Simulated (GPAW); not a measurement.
## Does Al15CoN16 (AlN32 Co1) carry moments in GPAW?

Wanted: the moments of Al15CoN16 (AlN32 Co1) and the energy gained by spin polarisation.

Method: PBE; plane waves with GPAW's PAW setups, scalar-relativistic, in GPAW 26.7.0.

### 1. The structure

It takes space group P3m1 (No. 156, trigonal). Conventional cell: a = 6.224 Å, b = 6.224 Å, c = 9.964 Å, α = 90.00°, β = 90.00°, γ = 120.00°. Nearest to Co lie 4 N at 1.89 to 1.90 Å. Nearest to N lie 1 Co at 1.89 Å and 3 Al at 1.89 to 1.90 Å. Al has 4 N at 1.89 to 1.90 Å nearest. Nearest to N lie 4 Al at 1.89 to 1.90 Å. N has 4 Al at 1.89 to 1.90 Å nearest. Farther neighbours, and contacts between anions beyond the nearest, are not listed.

The cell is a made-up one and need not be a known phase.

### 2. Run 1 (ferro +)

Parallel moments need no larger cell; this start tests for a ferromagnetic state only.

order1.py

```python
import json
import numpy as np
from ase import Atoms
from ase.parallel import paropen, parprint
from gpaw import GPAW

atoms = Atoms(['Co', 'N', 'Al', 'N', 'Al', 'N', 'Al', 'N', 'Al', 'N', 'Al', 'N', 'Al', 'N', 'Al', 'N', 'Al', 'N', 'Al', 'N', 'Al', 'N', 'Al', 'N', 'Al', 'N', 'Al', 'N', 'Al', 'N', 'Al', 'N'],
    cell=[[6.224, 0.0, 0.0],
         [-3.112, 5.390142, 0.0],
         [0.0, 0.0, 9.964]],
    scaled_positions=[[0.0, 0.0, 0.0],
         [0.166667, 0.333333, 0.059],
         [0.166667, 0.333333, 0.25],
         [0.0, 0.0, 0.309],
         [0.0, 0.0, 0.5],
         [0.166667, 0.333333, 0.559],
         [0.166667, 0.333333, 0.75],
         [0.0, 0.0, 0.809],
         [0.0, 0.5, 0.0],
         [0.166667, 0.833333, 0.059],
         [0.166667, 0.833333, 0.25],
         [0.0, 0.5, 0.309],
         [0.0, 0.5, 0.5],
         [0.166667, 0.833333, 0.559],
         [0.166667, 0.833333, 0.75],
         [0.0, 0.5, 0.809],
         [0.5, 0.0, 0.0],
         [0.666667, 0.333333, 0.059],
         [0.666667, 0.333333, 0.25],
         [0.5, 0.0, 0.309],
         [0.5, 0.0, 0.5],
         [0.666667, 0.333333, 0.559],
         [0.666667, 0.333333, 0.75],
         [0.5, 0.0, 0.809],
         [0.5, 0.5, 0.0],
         [0.666667, 0.833333, 0.059],
         [0.666667, 0.833333, 0.25],
         [0.5, 0.5, 0.309],
         [0.5, 0.5, 0.5],
         [0.666667, 0.833333, 0.559],
         [0.666667, 0.833333, 0.75],
         [0.5, 0.5, 0.809]],
    pbc=True,
    magmoms=[3.0, 0.0, 0.0, 0.0, 0.0, 0.0, 0.0, 0.0, 0.0, 0.0, 0.0, 0.0, 0.0, 0.0, 0.0, 0.0, 0.0, 0.0, 0.0, 0.0, 0.0, 0.0, 0.0, 0.0, 0.0, 0.0, 0.0, 0.0, 0.0, 0.0, 0.0, 0.0])
atoms.calc = GPAW(mode={'name': 'pw', 'ecut': 600},
    xc='PBE',
    kpts={'size': (5, 5, 3), 'gamma': True},
    occupations={'name': 'fermi-dirac', 'width': 0.05},
    convergence={'density': 1e-05, 'energy': 1e-05},
    maxiter=200,
    mixer={'name': 'pulay', 'beta': 0.05, 'nmaxold': 6, 'weight': 50},
    symmetry={'tolerance': 1e-4},
    txt='order1.txt')
e = atoms.get_potential_energy(force_consistent=True)
res = {'free_energy': e, 'energy_sigma0': atoms.get_potential_energy(), 'fermi_energy': atoms.calc.get_fermi_level()}
res['moments'] = atoms.get_magnetic_moments().tolist()
res['total'] = atoms.get_magnetic_moment()
parprint('site moments (muB):', np.round(res['moments'], 3))
parprint(f"total moment: {res['total']:.3f} muB")
parprint(f'free energy: {e:.6f} eV')
atoms.calc.write('order1.gpw')
with paropen('results.json', 'w') as f:
    json.dump(res, f)
```

Launch:

```console
$ OMP_NUM_THREADS=1 mpirun -n 4 gpaw python order1.py > order1.log
```

Log:

```text
site moments (muB): [2.612e+00 8.900e-02 8.000e-03 3.000e-03 1.000e-03 4.000e-03 8.000e-03
 8.300e-02 1.800e-02 8.900e-02 8.000e-03 5.000e-03 2.000e-03 4.000e-03
 8.000e-03 1.000e-03 1.800e-02 2.000e-03 0.000e+00 5.000e-03 2.000e-03
 2.000e-03 1.000e-03 1.000e-03 1.800e-02 8.900e-02 8.000e-03 5.000e-03
 2.000e-03 4.000e-03 8.000e-03 1.000e-03]
total moment: 3.958 muB
free energy: -234.512770 eV

--- order1.txt ---
Input parameters:
  mode=PW(ecut=600),
  convergence={'density': 1e-05, 'energy': 1e-05},
  kpts=MonkhorstPack(size=(5, 5, 3), gamma=True),
  maxiter=200,
  mixer=Pulay(name='pulay', nmaxold=6, beta=0.05, weight=50, sigma=0.015, g_ss=None),
  occupations=Occupations(name='fermi-dirac', width=0.05),
  symmetry=Symmetry(tolerance=0.0001),
  xc=XC(name='PBE')

Diagonalizing LCAO Hamiltonian
Converting LCAO to pw mode

          Al     Al
         N      N
           NAl    NAl
          N      N
            N      N
         Al     Al
           Al     Al
         NAl    NAl
            Al     Al
          NN     NN

         Al N   Al N
           Co     Al

Atoms  # Å, Bohr magnetons
|    | symbol |         x |        y |        z |    initial magnetic moments |
|----|--------|-----------|----------|----------|-----------------------------|
|  0 |     Co |  0.000000 | 0.000000 | 0.000000 | ( 0.0000,  0.0000,  3.0000) |
|  1 |      N |  0.000003 | 1.796712 | 0.587876 | ( 0.0000,  0.0000,  0.0000) |
|  2 |     Al |  0.000003 | 1.796712 | 2.491000 | ( 0.0000,  0.0000,  0.0000) |
|  3 |      N |  0.000000 | 0.000000 | 3.078876 | ( 0.0000,  0.0000,  0.0000) |
|  4 |     Al |  0.000000 | 0.000000 | 4.982000 | ( 0.0000,  0.0000,  0.0000) |
|  5 |      N |  0.000003 | 1.796712 | 5.569876 | ( 0.0000,  0.0000,  0.0000) |
|  6 |     Al |  0.000003 | 1.796712 | 7.473000 | ( 0.0000,  0.0000,  0.0000) |
|  7 |      N |  0.000000 | 0.000000 | 8.060876 | ( 0.0000,  0.0000,  0.0000) |
|  8 |     Al | -1.556000 | 2.695071 | 0.000000 | ( 0.0000,  0.0000,  0.0000) |
|  9 |      N | -1.555997 | 4.491783 | 0.587876 | ( 0.0000,  0.0000,  0.0000) |
| 10 |     Al | -1.555997 | 4.491783 | 2.491000 | ( 0.0000,  0.0000,  0.0000) |
| 11 |      N | -1.556000 | 2.695071 | 3.078876 | ( 0.0000,  0.0000,  0.0000) |
| 12 |     Al | -1.556000 | 2.695071 | 4.982000 | ( 0.0000,  0.0000,  0.0000) |
| 13 |      N | -1.555997 | 4.491783 | 5.569876 | ( 0.0000,  0.0000,  0.0000) |
| 14 |     Al | -1.555997 | 4.491783 | 7.473000 | ( 0.0000,  0.0000,  0.0000) |
| 15 |      N | -1.556000 | 2.695071 | 8.060876 | ( 0.0000,  0.0000,  0.0000) |
| 16 |     Al |  3.112000 | 0.000000 | 0.000000 | ( 0.0000,  0.0000,  0.0000) |
| 17 |      N |  3.112003 | 1.796712 | 0.587876 | ( 0.0000,  0.0000,  0.0000) |
| 18 |     Al |  3.112003 | 1.796712 | 2.491000 | ( 0.0000,  0.0000,  0.0000) |
| 19 |      N |  3.112000 | 0.000000 | 3.078876 | ( 0.0000,  0.0000,  0.0000) |
| 20 |     Al |  3.112000 | 0.000000 | 4.982000 | ( 0.0000,  0.0000,  0.0000) |
| 21 |      N |  3.112003 | 1.796712 | 5.569876 | ( 0.0000,  0.0000,  0.0000) |
| 22 |     Al |  3.112003 | 1.796712 | 7.473000 | ( 0.0000,  0.0000,  0.0000) |
| 23 |      N |  3.112000 | 0.000000 | 8.060876 | ( 0.0000,  0.0000,  0.0000) |
| 24 |     Al |  1.556000 | 2.695071 | 0.000000 | ( 0.0000,  0.0000,  0.0000) |
| 25 |      N |  1.556003 | 4.491783 | 0.587876 | ( 0.0000,  0.0000,  0.0000) |
| 26 |     Al |  1.556003 | 4.491783 | 2.491000 | ( 0.0000,  0.0000,  0.0000) |
| 27 |      N |  1.556000 | 2.695071 | 3.078876 | ( 0.0000,  0.0000,  0.0000) |
| 28 |     Al |  1.556000 | 2.695071 | 4.982000 | ( 0.0000,  0.0000,  0.0000) |
| 29 |      N |  1.556003 | 4.491783 | 5.569876 | ( 0.0000,  0.0000,  0.0000) |
| 30 |     Al |  1.556003 | 4.491783 | 7.473000 | ( 0.0000,  0.0000,  0.0000) |
| 31 |      N |  1.556000 | 2.695071 | 8.060876 | ( 0.0000,  0.0000,  0.0000) |

Unit cell  # Å
| periodic |         x |        y |        z |  lengths |     angles |
|----------|-----------|----------|----------|----------|------------|
|      yes |  6.224000 | 0.000000 | 0.000000 | 6.224000 |  90.000000 |
|      yes | -3.112000 | 5.390142 | 0.000000 | 6.224000 |  90.000000 |
|      yes |  0.000000 | 0.000000 | 9.964000 | 9.964000 | 120.000001 |

Number of symmetries: 6

BZ-sampling:
  Number of BZ points: 75
  Number of IBZ points: 12

  Monkhorst-Pack size: [5, 5, 3]
  Monkhorst-Pack shift: [0, 0, 0]

K-points  # in reciprocal-cell coordinates
|     |                                coordinates |     weight |
|-----|--------------------------------------------|------------|
|   0 | (  0.00000000,   0.00000000,   0.00000000) | 0.01333333 |
|   1 | (  0.00000000,   0.00000000,   0.33333333) | 0.02666667 |
|   2 | (  0.20000000,   0.00000000,  -0.33333333) | 0.08000000 |
|   3 | (  0.20000000,   0.00000000,   0.00000000) | 0.08000000 |
|   4 | (  0.20000000,   0.00000000,   0.33333333) | 0.08000000 |
|   5 | (  0.40000000,  -0.20000000,   0.00000000) | 0.08000000 |
|   6 | (  0.40000000,  -0.20000000,   0.33333333) | 0.16000000 |
|   7 | (  0.40000000,   0.00000000,  -0.33333333) | 0.08000000 |
|   8 | (  0.40000000,   0.00000000,   0.00000000) | 0.08000000 |
|   9 | (  0.40000000,   0.00000000,   0.33333333) | 0.08000000 |
| ... |                                            |            |
|  11 | (  0.40000000,   0.40000000,   0.33333333) | 0.16000000 |

Plane wave coefficients: 11235
Cutoff: 600.0 eV

Spin-components: 2 (collinear spins)
Bands:           87
Projectors:      161
Spin-degeneracy: 1
Datatype:        complex128

Parallelization:
  kpt:    4
  domain: 1
  band:   1

Density:
  Valence electrons: 134.0
  Components: 2
  Grid points: [36 36 60]
  Charge: 0.0  # |e|

Potential:
  Grid points: [36 36 60]

species:
  Co:
    name:    Cobalt
    Z:       27.0
    valence: 9
    core:    18
    charge:  0.0  # [|e|]
    compensation charges:
      type: gauss
      rc: 0.32  # [Å]
      lmax: 2
    cutoffs:
      filter: 1.87  # [Å]
      core: 2.55  # [Å]
    projectors
    | kind |    occ | energy [eV] | rcut [Å] |
    |------|--------|-------------|----------|
    |   4s |  2.000 |      -5.469 |    1.005 |
    |   4p |  0.000 |      -1.277 |    1.058 |
    |   3d |  7.000 |      -8.205 |    1.005 |
    |    s |        |      21.742 |    1.005 |
    |    p |        |      25.934 |    1.058 |
    |    d |        |      19.007 |    1.005 |

    Using partial waves for Co as LCAO basis

  N:
    name:    Nitrogen
    Z:       7.0
    valence: 5
    core:    2
    charge:  0.0  # [|e|]
    compensation charges:
      type: gauss
      rc: 0.18  # [Å]
      lmax: 2
    cutoffs:
      filter: 1.11  # [Å]
      core: 0.96  # [Å]
    projectors
    | kind |    occ | energy [eV] | rcut [Å] |
    |------|--------|-------------|----------|
    |   2s |  2.000 |     -18.583 |    0.603 |
    |   2p |  3.000 |      -7.089 |    0.529 |
    |    s |        |       8.629 |    0.603 |
    |    p |        |      20.123 |    0.529 |
    |    d |        |       0.000 |    0.577 |

    Using partial waves for N as LCAO basis

  Al:
    name:    Aluminium
    Z:       13.0
    valence: 3
    core:    10
    charge:  0.0  # [|e|]
    compensation charges:
      type: gauss
      rc: 0.34  # [Å]
      lmax: 2
    cutoffs:
      filter: 1.91  # [Å]
      core: 2.36  # [Å]
    projectors
    | kind |    occ | energy [eV] | rcut [Å] |
    |------|--------|-------------|----------|
    |   3s |  2.000 |      -7.753 |    1.085 |
    |   3p |  1.000 |      -2.712 |    1.085 |
    |    s |        |      19.459 |    1.085 |
    |    p |        |      24.499 |    1.085 |
    |    d |        |       0.000 |    1.085 |

    Using partial waves for Al as LCAO basis

Reference energy: -160661.602947  # eV

eigensolver:
  PPCG
  Converge bands: occupied
  niter=2

density mixing:
  Pulay-Mixer
  Linear mixing parameters: 0.05
  Old densities: 6
  Fourier metric: weight=50, sigma=0.015

occupation numbers:
  Fermi-Dirac:
    width: 0.0500  # eV

poisson solver:
  ecut: 4800.0  # eV

xc functional:
  name: PBE with 2 nearest neighbor stencil

convergence criteria:
- Maximum integral of absolute [dens]ity change: 1e-05 electrons / valence electron
- Maximum [total energy] change in last 3 cyles: 1e-05 eV / valence electron
- Maximum integral of absolute [eigenst]ate change: 4e-08 eV^2 / valence electron
maximum number of iterations: 200

SCF iterations
|iter     |      energy | eigst |  dens |  magmom |
|---------|-------------|-------|-------|---------|
|iter:   1|       0s | -265.672795 | -0.04 |       |  +3.0074|
|iter:   2|      13s | -257.254858 | -1.14 | -0.56 |  +3.0571|
|iter:   3|      26s | -237.109877 | +0.04 | -0.61 |  +3.3727|
|iter:   4|      38s | -240.206550 | -1.29 | -0.95 |  +3.4376|
|iter:   5|      50s | -237.065321 | -2.02 | -0.93 |  +3.3972|
|iter:   6|      63s | -236.707044 | -0.69 | -0.98 |  +3.2579|
|iter:   7|      76s | -236.992710 | -1.81 | -1.16 |  +3.2305|
|iter:   8|      88s | -235.244121 | -1.20 | -1.17 |  +2.9806|
|iter:   9|     101s | -234.775787 | -2.03 | -1.46 |  +3.0040|
|iter:  10|     113s | -234.508992 | -2.10 | -1.52 |  +3.1656|
[... 17 iterations left out ...]
|iter:  28|     338s | -234.485350c| -7.48c| -3.97 |  +3.9569|
|iter:  29|     345s | -234.485351c| -7.72c| -4.21 |  +3.9568|
|iter:  30|     352s | -234.485361c| -7.72c| -4.27 |  +3.9571|
|iter:  31|     358s | -234.485376c| -7.52c| -4.37 |  +3.9575|
|iter:  32|     365s | -234.485380c| -7.74c| -4.51 |  +3.9574|
|iter:  33|     372s | -234.485383c| -7.91c| -4.61 |  +3.9575|
|iter:  34|     378s | -234.485386c| -7.92c| -4.77 |  +3.9576|
|iter:  35|     385s | -234.485387c| -8.32c| -4.94 |  +3.9577|
|iter:  36|     391s | -234.485388c| -8.28c| -4.95 |  +3.9577|
|iter:  37|     398s | -234.485390c| -8.46c| -5.07c|  +3.9577|

Converged in 37 steps
Energy contributions relative to reference atoms: (reference = -160661.602947)

Energy contributions:
  Kinetic:         266.847926
  Coulomb:        -225.320572
  Zero:             -0.317501
  External:          0.000000
  Xc:             -275.667863
  Entropy:          -0.054760
  Spinorbit:         0.000000
  ----------------------------
  Free energy:    -234.512770
  Extrapolated:   -234.485390

dipole moment: (-71.076529, -86.444729, -92.178812)  # |e|*Ang

Total magnetic moment: (0.000000, 0.000000, 3.957714)

Local magnetic moments
|        x |        y |        z |
|----------|----------|----------|
| 0.000000 | 0.000000 | 2.612341 |  # Co   0
| 0.000000 | 0.000000 | 0.088591 |  # N    1
| 0.000000 | 0.000000 | 0.008155 |  # Al   2
| 0.000000 | 0.000000 | 0.003039 |  # N    3
| 0.000000 | 0.000000 | 0.000969 |  # Al   4
| 0.000000 | 0.000000 | 0.004135 |  # N    5
| 0.000000 | 0.000000 | 0.007960 |  # Al   6
| 0.000000 | 0.000000 | 0.082606 |  # N    7
| 0.000000 | 0.000000 | 0.017536 |  # Al   8
| 0.000000 | 0.000000 | 0.088591 |  # N    9
| 0.000000 | 0.000000 | 0.008155 |  # Al  10
| 0.000000 | 0.000000 | 0.005233 |  # N   11
| 0.000000 | 0.000000 | 0.001568 |  # Al  12
| 0.000000 | 0.000000 | 0.004135 |  # N   13
| 0.000000 | 0.000000 | 0.007960 |  # Al  14
| 0.000000 | 0.000000 | 0.001264 |  # N   15
[...]
| 0.000000 | 0.000000 | 0.000534 |  # Al  22
| 0.000000 | 0.000000 | 0.001264 |  # N   23
| 0.000000 | 0.000000 | 0.017536 |  # Al  24
| 0.000000 | 0.000000 | 0.088591 |  # N   25
| 0.000000 | 0.000000 | 0.008155 |  # Al  26
| 0.000000 | 0.000000 | 0.005233 |  # N   27
| 0.000000 | 0.000000 | 0.001568 |  # Al  28
| 0.000000 | 0.000000 | 0.004135 |  # N   29
| 0.000000 | 0.000000 | 0.007960 |  # Al  30
| 0.000000 | 0.000000 | 0.001264 |  # N   31

Fermi level: 7.392
Eigenvalues  # (at kpt = [0.000, 0.000, 0.000])
| band index |      eig [eV] | occ [0-1] |      eig [eV] | occ [0-1] |
|------------|---------------|-----------|---------------|-----------|
|          0 |        -9.029 |     1.000 |        -8.965 |     1.000 |
|        ... |               |           |               |           |
|         59 |         5.607 |     1.000 |         5.644 |     1.000 |
|         60 |         5.607 |     1.000 |         5.644 |     1.000 |
|         61 |         5.743 |     1.000 |         5.901 |     1.000 |
|         62 |         5.862 |     1.000 |         5.902 |     1.000 |
|         63 |         5.862 |     1.000 |         6.007 |     1.000 |
|         64 |         5.975 |     1.000 |         7.392 |     0.499 |
|         65 |         5.975 |     1.000 |         7.393 |     0.496 |
|         66 |         6.999 |     1.000 |         8.667 |     0.000 |
|         67 |         7.301 |     0.861 |         8.941 |     0.000 |
|         68 |         7.301 |     0.861 |         8.941 |     0.000 |
|         69 |        10.388 |     0.000 |        10.459 |     0.000 |
|         70 |        11.503 |     0.000 |        11.528 |     0.000 |
|         71 |        11.503 |     0.000 |        11.528 |     0.000 |
|         72 |        11.549 |     0.000 |        11.597 |     0.000 |
|         73 |        11.611 |     0.000 |        11.672 |     0.000 |
|        ... |               |           |               |           |
|         86 |        14.387 |     0.000 |        14.429 |     0.000 |

No gap
No difference between direct/indirect transitions
```

The job ended after 7.1 min (4 MPI ranks of Intel Xeon at 2.80GHz (Skylake/Cascade Lake), shared host; peak memory 2.1 GiB; 28 min of CPU time).

Spin moment in the augmentation sphere by element, in μB:

| element | atoms | mean | spread (r.m.s.) | least | largest |
| --- | --- | --- | --- | --- | --- |
| Co | 1 | 2.61 | 0.00 | 2.61 | 2.61 |
| N | 16 | 0.02 | 0.04 | 0.00 | 0.09 |
| Al | 15 | 0.01 | 0.01 | 0.00 | 0.02 |

The atoms farthest from the mean of their element:

| atom | x, y, z (Å) | spin moment in the augmentation sphere (μB) |
| --- | --- | --- |
| N2 | 0.00, 1.80, 0.59 | 0.09 |
| N10 | -1.56, 4.49, 0.59 | 0.09 |
| N26 | 1.56, 4.49, 0.59 | 0.09 |
| N8 | 0.00, 0.00, 8.06 | 0.08 |
| N24 | 3.11, 0.00, 8.06 | 0.00 |
| N32 | 1.56, 2.70, 8.06 | 0.00 |
| N16 | -1.56, 2.70, 8.06 | 0.00 |
| N22 | 3.11, 1.80, 5.57 | 0.00 |

This step gave:

| Item | Value |
| --- | --- |
| magnetization | 3.958 μB |
| final state | ferromagnetic |

After 37 cycles the largest moment stands at 2.61 μB.

[end of part 1 of 2]

[Long decimals in the printed logs are rounded to 6 places.]

[Logs and program files are shortened in this print: banners, set-up blocks, solver, clock and traceback lines can be left out without a mark of their own.]

[Logs are printed without paths, hosts, clocks, repeated set-up lines and the standing remarks that a program may print on its own settings, such as how far it seeks lower states.]

[Hosts, paths, dates, database ids (printed as entryN), source tags and the programs' standing remarks are cut or masked in the printed files.]

[Where the starting crystal was built by hand or by swapping elements, it need not be the compound's stable phase.]

[Where a cell is said to come from a database of computed structures, the database is the Materials Project.]

[Runs that the program refused, that were killed for memory or that had too few empty states are not shown or counted.]

[Lattice constants of own cells that a recipe calls measured were typed without a cited source.]
